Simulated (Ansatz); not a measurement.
# CsCl-type CsI

Level of theory: DFT, PBE with spin–orbit coupling, two-component spinors; plane waves to 420 eV with PAW datasets (Ansatz 0.2.0), Γ-centred 6×6×6 mesh, 0.05 eV Gaussian smearing; PAW files: Ansatz's generated set soft_2.

```
Cs I
1.0
     4.66757    0.00000    0.00000
     0.00000    4.66757    0.00000
     0.00000    0.00000    4.66757
Cs I
1 1
Direct
  0.00000 0.00000 0.00000
  0.50000 0.50000 0.50000
```

The start was a prototype's sites filled with these elements; the Crystallography Open Database holds the compound in this structure.

The cell has space group Pm-3m (read at 0.01 Å). In it the stress is 0.00, 0.00, 0.00, 0.00, 0.00, 0.00 GPa and the largest force component 0.000 eV/Å. Each change below starts from this cell, without further relaxation. Stress is in GPa, positive in compression, in the order xx, yy, zz, yz, xz, xy; energies are counted from the cell above.

Question: What happens when atom 1 (Cs) is moved by 0.05 Å along z?

Answer: The energy changes by 0.6 meV per cell, and the force on it along the shift is -0.0257 eV/Å (−F/u = 0.51 eV/Å²). Stress: 0.00, 0.00, 0.00, 0.00, 0.00, 0.00.
```tsv
atom	Fx (eV/Å)	Fy	Fz
Cs1	0.000	0.000	-0.026
I2	0.000	0.000	0.026
```

Question: What stress follows from an engineering strain of -1 % in yy, atoms carried along?

Answer: 0.04, 0.21, 0.04, 0.00, 0.00, 0.00 GPa; the energy changes by 0.7 meV per cell. The gap on the mesh goes from 3.46 eV to 3.47 eV.
The change of the stress over the strain gives a clamped-atom stiffness of about 22 GPa for this component, a secant value that lies under the elastic constant in tension and over it in compression, by several per cent for each per cent of strain.

Semilocal functionals underestimate band gaps, commonly by a third or more. The relaxed cell is 7 % larger in volume than the cell of this structure in the Crystallography Open Database (47.62 Å³/atom, 1963).

The small stiffness and the weak restoring force on Cs fit a soft ionic crystal: large monovalent ions at long distances have a modest Coulomb attraction, balanced by closed-shell repulsion. Compression along one cube edge raises the stress mainly along that edge, 0.21 against 0.04 GPa across it. Repulsion between nearest neighbours along the body diagonals would load all three axes alike, so the difference probably comes from like-ion contacts along the edges and the long-range Coulomb terms.

Both ions sit at inversion centres, so a uniform strain creates no internal forces, and the clamped-atom stiffness needs no correction for sublattice relaxation. The same symmetry removes any stress linear in the Cs displacement. The expanded cell probably reflects, at least in part, missing dispersion attraction between the polarisable ions, which would also make the lattice too soft.

The positive restoring force shows stability against a rigid polar shift of the two sublattices, but says nothing about shear or zone-boundary distortions.
